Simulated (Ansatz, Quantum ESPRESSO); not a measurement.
# LiBr (Fm-3m): Raman and infrared activity

Aim: Raman and infrared lines of LiBr (Fm-3m).

Main program and level: Quantum ESPRESSO 8.0 development, patched; DFT LDA, scalar-relativistic, plane waves, PseudoDojo norm-conserving pseudopotentials.

Report form: the programs' logs are mostly left out.

## (1) The starting structure

It takes space group Fm-3m (No. 225, cubic). The conventional cell has a = 5.501 Å, b = 5.501 Å, c = 5.501 Å, α = 90.00°, β = 90.00°, γ = 90.00°. Li has 6 Br at 2.75 Å nearest. Nearest to Br lie 6 Li at 2.75 Å. Farther neighbours and most contacts between anions are not listed.

## (2) A first look

Before anything dear is run, a loose run with smearing shows whether this is a metal and how far the cell is from rest.

Input file probe.in:

```
&control
   calculation = 'scf'
   prefix = 'x'
   outdir = './tmp'
   pseudo_dir = './pseudo'
   tprnfor = .true.
   tstress = .true.
   verbosity = 'high'
/
&system
   ibrav = 2
   celldm(1) = 10.39595033
   nat = 2
   ntyp = 2
   ecutwfc = 74.0
   occupations = 'smearing'
   smearing = 'gaussian'
   degauss = 0.01
/
&electrons
   conv_thr = 1.0d-07
   mixing_beta = 0.7
   electron_maxstep = 100
/
ATOMIC_SPECIES
 Li      6.9400  Li.upf
 Br     79.9040  Br.upf
ATOMIC_POSITIONS crystal
 Li     0.000000000   0.000000000   0.000000000
 Br     0.500000000   0.500000000   0.500000000
K_POINTS automatic
 6 6 6 0 0 0
```

Command:

```bash
> OMP_NUM_THREADS=1 mpirun -n 2 pw.x -nk 2 -in probe.in > probe.out
```

Wall time 3.3 s (2 MPI ranks of Intel Xeon Platinum 8488C (Sapphire Rapids), shared host); 6.3 s of CPU time.

Numbers from this step:

```
volume per atom   : 20.81 Å³
pressure          : -2.835 GPa
gap on the k-mesh : 4.643 eV
```

A gap of 4.6 eV opens on this mesh, so the crystal is taken as an insulator; the start stands at -2.8 GPa.

## (3) Relaxation

The relaxation runs at a cutoff a fifth above that of the response, since stress converges more slowly with the basis than frequencies do. Forces and stress are brought to rest with tight thresholds.

Input file relax.in:

```
&control
   calculation = 'vc-relax'
   prefix = 'x'
   outdir = './tmp'
   pseudo_dir = './pseudo'
   tprnfor = .true.
   tstress = .true.
   forc_conv_thr = 2.0d-05
   etot_conv_thr = 1.0d-07
   nstep = 40
/
&system
   ibrav = 2
   celldm(1) = 10.39595033
   nat = 2
   ntyp = 2
   ecutwfc = 89
   occupations = 'fixed'
   nbnd = 7
/
&electrons
   conv_thr = 1.0d-11
   mixing_beta = 0.7
   electron_maxstep = 100
/
&ions
/
&cell
   press_conv_thr = 0.2
/
ATOMIC_SPECIES
 Li      6.9400  Li.upf
 Br     79.9040  Br.upf
ATOMIC_POSITIONS crystal
 Li     0.000000000   0.000000000   0.000000000
 Br     0.500000000   0.500000000   0.500000000
K_POINTS automatic
 6 6 6 0 0 0
```

Command:

```bash
> OMP_NUM_THREADS=1 mpirun -n 2 pw.x -nk 2 -in relax.in > relax.out
```

Wall time 19 s (2 MPI ranks); 37 s of CPU time.

The steps of the relaxation:

```
step  energy less that of the first step (eV)  largest force (eV/Å)  pressure (GPa)  volume (Å³)
   1                                   0.0000                0.0000           -2.80        41.62
   2                                  -0.0098                0.0000           -2.50        41.03
   3                                  -0.0221                0.0000           -2.01        40.16
   4                                  -0.0350                0.0000           -1.15        38.87
   5                                  -0.0402                0.0000            0.17        37.25
   6                                  -0.0403                0.0000           -0.01        37.44
   7                                  -0.0403                0.0000            0.00        37.43
   8                                  -0.0402                0.0000            0.00        37.43
```

```
conventional cell, symmetrised  before  after   change
                         a (Å)   5.501  5.310   -3.5 %
                         b (Å)   5.501  5.310   -3.5 %
                         c (Å)   5.501  5.310   -3.5 %
              volume (Å³/atom)   20.81  18.72  -10.1 %
```

The relaxed structure:

```xyz
2
Lattice="-2.6550 0.0000 2.6550 0.0000 2.6550 2.6550 -2.6550 2.6550 0.0000" Properties=species:S:1:pos:R:3 pbc="T T T"
Li    0.0000    0.0000    0.0000
Br   -2.6550    2.6550    2.6550
```

The last row of the table of steps is pw.x's closing run on a basis chosen anew for the final cell, so its energy can jump.

Read from the output:

```
volume per atom   : 18.72 Å³
pressure          : -0.001 GPa
gap on the k-mesh : 5.150 eV
```

The volume changes by -10.1 % from the cell with which this run began.

## (4) Self-consistent run for the response

Perturbation theory inherits every error of the wavefunctions, so the threshold is set near the limit of the arithmetic. With a gap, occupations are fixed, which also allows the response to an electric field.

Input file scf.in:

```
&control
   calculation = 'scf'
   prefix = 'x'
   outdir = './tmp'
   pseudo_dir = './pseudo'
   tprnfor = .true.
   tstress = .true.
/
&system
   ibrav = 2
   celldm(1) = 10.03461668
   nat = 2
   ntyp = 2
   ecutwfc = 74.0
   occupations = 'fixed'
   nbnd = 7
/
&electrons
   conv_thr = 1.0d-12
   mixing_beta = 0.7
   electron_maxstep = 100
/
ATOMIC_SPECIES
 Li      6.9400  Li.upf
 Br     79.9040  Br.upf
ATOMIC_POSITIONS crystal
 Li     0.000000000   0.000000000   0.000000000
 Br     0.500000000   0.500000000   0.500000000
K_POINTS automatic
 8 8 8 0 0 0
```

Command:

```bash
> OMP_NUM_THREADS=1 mpirun -n 2 pw.x -nk 2 -in scf.in > scf.out
```

Wall time 4.6 s (2 MPI ranks); 8.7 s of CPU time.

Read from the output:

| Property | Result |
| --- | --- |
| pressure | -0.021 GPa |

The cell stands at -0.021 GPa, close enough for phonons.

## (5) Linear response at Γ

At q = 0 one unit cell holds all displacements; symmetry groups them into irreducible representations that are solved one by one. The response to a field gives ε∞ and the Born charges, which polar modes need. Third-order response adds the Raman tensors.

Input file ph.in:

```
phonons
&inputph
   prefix = 'x'
   outdir = './tmp'
   fildyn = 'g.dyn'
   tr2_ph = 1.0d-18
   epsil = .true.
   lraman = .true.
   elop = .true.
/
0.000000000000 0.000000000000 0.000000000000
```

Command:

```bash
> OMP_NUM_THREADS=1 mpirun -n 2 ph.x -nk 2 -in ph.in > ph.out
```

Elapsed: 2.9 min, on 2 MPI ranks.

Numbers from this step:

```yaml
miss_of_the_charge_sum_rule: 0.001110 e
largest_acoustic_frequency_at_the_zone_centre_before_the_sum_rule: -0.26 cm⁻¹
highest_optical_zone_centre_mode_no_lo_to_term: 196.1 cm⁻¹
lowest_optical_zone_centre_mode: 196.1 cm⁻¹
mean_high_frequency_dielectric_constant: 3.695
largest_born_charge_in_size_third_of_the_trace: 1.215 e
```

Born charge (rows field, columns displacement), before the sum rule (e), principal values of the symmetric part by kind of site:

```
atom  atoms with these values    low  middle   high   mean
 Li1                        1   1.21    1.21   1.21   1.21
 Br2                        1  -1.22   -1.22  -1.22  -1.22
```

In full for Br2:

```
-1.22  0.00  0.00
 0.00 -1.22  0.00
 0.00  0.00 -1.22
```

High-frequency dielectric tensor:

```
3.70 0.00 0.00
0.00 3.70 0.00
0.00 0.00 3.70
```

The acoustic modes at Γ come out as far as 0.3 cm⁻¹ from zero, where they should vanish, a small numerical error; the Born charges miss their sum rule by 0.0011 e, which is good.

## (6) Zone-centre analysis

A rigid shift of the crystal must cost nothing, but grids and finite bases break this; the acoustic sum rule is imposed before the matrix is diagonalised again. With Born charges the intensities follow, and the static dielectric tensor.

Input file dynmat.in:

```
&input
   fildyn = 'g.dyn'
   asr = 'simple'
   fileig = 'dynmat.eig'
   lperm = .true.
/
```

Command:

```bash
> dynmat.x -in dynmat.in > dynmat.out
```

Elapsed: 0.67 s, on 1 thread.

Read from the output:

```
mean static dielectric constant : 11.59
```

Unit eigenvectors of the mass-weighted matrix after the sum rule; no LO-TO term. The modes at Γ (shares of kinetic energy by element, %):

```
mode  frequency (cm⁻¹)  symmetry  Li %  Br %
   1               0.0  acoustic     8    92
   2               0.0  acoustic     8    92
   3               0.0  acoustic     8    92
   4             196.1       T1u    92     8
   5             196.1       T1u    92     8
   6             196.1       T1u    92     8
```

Displacements in mode 4 (196.1 cm⁻¹), the largest set to 1:
```
Li1  0.00  0.00  1.00
Br2  0.00  0.00 -0.09
```

Degenerate modes summed, no LO-TO term. Infrared lines, with heights relative to the strongest:

```csv
position (cm⁻¹),lines merged,label,"IR intensity, relative"
196,3,T1u,100
```

Static dielectric tensor (ions relaxed, fixed cell):

```
11.59  0.00  0.00
 0.00 11.59  0.00
 0.00  0.00 11.59
```

The rule moves no optical mode by more than 0.1 cm⁻¹.

## (7) Sum rules set otherwise (asr no)

Without the rule the raw error of the acoustic modes shows.

Input file dynmat.in:

```
&input
   fildyn = 'g.dyn'
   asr = 'no'
   fileig = 'dynmat.eig'
   lperm = .true.
/
```

Command:

```bash
> dynmat.x -in dynmat.in > dynmat.out
```

Run time: 0.67 s. Hardware: 1 thread.

Zone-centre frequencies as printed; negative means imaginary. Modes:

| mode | frequency (cm⁻¹) |
| --- | --- |
| 1 | -0.26 |
| 2 | -0.26 |
| 3 | -0.26 |
| 4 | 196.1 |
| 5 | 196.1 |
| 6 | 196.1 |

Against the first rule no mode moves by more than 0.3 cm⁻¹.

## (8) Sum rules set otherwise (asr crystal)

The rule can be imposed in more than one way; the choices should agree where the raw error is small.

Input file dynmat.in:

```
&input
   fildyn = 'g.dyn'
   asr = 'crystal'
   fileig = 'dynmat.eig'
   lperm = .true.
/
```

Command:

```bash
> dynmat.x -in dynmat.in > dynmat.out
```

The job ended after 0.66 s (1 thread).

Zone-centre frequencies as printed; negative means imaginary. Modes:

```
mode  frequency (cm⁻¹)
   1                 0
   2                 0
   3                 0
   4             196.1
   5             196.1
   6             196.1
```

Against the first rule no mode moves by more than 0.1 cm⁻¹.

## (9) The LO-TO splitting (1 0 0)

A longitudinal polar mode sets up a macroscopic field that stiffens it; the term hangs on the direction from which q goes to zero.

Input file dynmat.in:

```
&input
   fildyn = 'g.dyn'
   asr = 'simple'
   fileig = 'dynmat.eig'
   q(1) = 1.0
   q(2) = 0.0
   q(3) = 0.0
/
```

Command:

```bash
> dynmat.x -in dynmat.in > dynmat.out
```

Elapsed: 0.64 s, on 1 thread.

This step gave:

* highest mode moved by the LO-TO term: 347.3 cm⁻¹

Zone-centre frequencies as printed; negative means imaginary. Modes:

| mode | frequency (cm⁻¹) |
| --- | --- |
| 1 | 0 |
| 2 | 0 |
| 3 | 0 |
| 4 | 196.1 |
| 5 | 196.1 |
| 6 | 347.3 |

The field moves one mode, from 196 to 347 cm⁻¹; the others stay.

## (10) A second program

A second program on the same cell, potentials, cutoff and meshes tests the implementation of the phonon response, not its convergence. Its field response is summed in its own way. Its k mesh is centred on Γ.

This step: DFT LDA, scalar-relativistic, plane waves, PseudoDojo norm-conserving pseudopotentials (Ansatz 0.2.0).

Input file input.yaml:

```yaml
crystal:
  lattice:
    - [-2.6550452345, 0.0, 2.6550452345]
    - [0.0, 2.6550452345, 2.6550452345]
    - [-2.6550452345, 2.6550452345, 0.0]
  atoms:
    - { symbol: Li, position: [0.0, 0.0, 0.0] }
    - { symbol: Br, position: [0.5, 0.5, 0.5] }
kpoints:
  mp_grid: { grid: [8, 8, 8] }
hamiltonian:
  xc: lda
  pseudopotentials: { kind: nc, accuracy: standard }
scf:
  occupations: { method: fixed }
output:
  eigenvalues: true
basis:
  ecutwfc: 1006.821
phonons:
  method: dfpt
  dielectric: true
  rigid_motions: translations
  raman: true
```

Command:

```bash
> ansatz run input.yaml --threads 2 --pin off --max-ram 4096MiB --backend cpu --events-out ev --progress --plain --runs-dir out
```

It took 66 s on 2 threads; peak memory 0.77 GiB; 2.2 min of CPU time.

Numbers from this step:

- sum-rule residual before enforcement: 4.15e-4 eV/Å²
- miss of the charge sum rule: 2.34e-4 e
- estimated error of the dielectric tensor: 0.008293
- estimated error of the Born charges: 0.007544 e
- mean high-frequency dielectric constant: 3.692
- largest Born charge in size (third of the trace): 1.214 e
- mean static dielectric constant: 11.58

Transverse modes. Infrared lines, with heights relative to the strongest:

| position (cm⁻¹) | label | IR intensity ((D/Å)²/amu), degenerate modes summed, relative |
| --- | --- | --- |
| 196 | T1u | 100 |

## (11) Side by side: QE PseudoDojo and Ansatz, PseudoDojo

Worked out from the results:

- root-mean-square difference: 0.01 cm⁻¹
- largest difference: 0.01 cm⁻¹

Frequencies side by side, by row:

```csv
q (reciprocal lattice),mode,QE PseudoDojo (cm⁻¹),"Ansatz, PseudoDojo (cm⁻¹)"
0 0 0,1,0,0
0 0 0,2,0,0
0 0 0,3,0,0
0 0 0,4,196.1,196.1
0 0 0,5,196.1,196.1
0 0 0,6,196.1,196.1
```

The two runs side by side. Further quantities:

| quantity | QE PseudoDojo | Ansatz, PseudoDojo |
| --- | --- | --- |
| mean ε∞ | 3.695 | 3.692 |
| largest Born charge in size (e; the first before, the second after the charge sum rule) | 1.215 | 1.214 |
| summed IR intensity ((D/Å)²/amu) | 15.99 | 15.97 |

At the zone centre the largest difference (acoustic modes at Γ apart) is 0.005 % of the highest mode.

## (12) What came out

| Quantity | Value |
| --- | --- |
| space group after relaxation | Fm-3m |
| volume per atom | 18.7 Å³ |
| gap on the k-mesh | 5.15 eV |
| highest optical zone-centre mode (no LO-TO term) | 196.1 cm⁻¹ |
| highest mode moved by the LO-TO term | 347.3 cm⁻¹ |
| mean high-frequency dielectric constant | 3.70 |
| largest Born charge in size (third of the trace) | 1.22 e |
| mean static dielectric constant | 11.6 |
| imaginary optical modes at the zone centre (no q mesh in this session) | none |
| largest difference from Ansatz, PseudoDojo | 0.01 cm⁻¹ |

What this shows: No mode is Raman active in this structure; the strongest infrared line lies at 196 cm⁻¹. At the LDA level the optical modes of LiBr (Fm-3m) at the zone centre (no LO-TO term) lie at 196 cm⁻¹. Along the directions run, the highest mode that the macroscopic field moves lies at 347 cm⁻¹. Lattice motion raises the mean dielectric constant from 3.695 to 11.59. The Born charge of Br is -1.215 e against a formal charge of -1, somewhat above it. The Lyddane-Sachs-Teller relation holds: (ωLO/ωTO)² is 3.14 and ε₀/ε∞ is 3.14. QE PseudoDojo and Ansatz, PseudoDojo agree to 0.01 cm⁻¹ (0.005 % of the highest mode compared) on all solved modes but the acoustic ones at Γ, without the LO-TO term. These are harmonic frequencies at zero temperature: anharmonic shifts and linewidths and thermal expansion are left out. The build is a development version in which the Raman tensors of release 7.5 are mended; dynmat.x leaves out the electro-optic term of LO lines.

[Host names and launcher messages were left out of these logs when they were recorded.]

[Logs are printed without paths, hosts, clocks, repeated set-up lines and the standing remarks that a program may print on its own settings, such as how far it seeks lower states.]

[Hosts, paths, dates, database ids (printed as entryN), source tags and the programs' standing remarks are cut or masked in the printed files.]
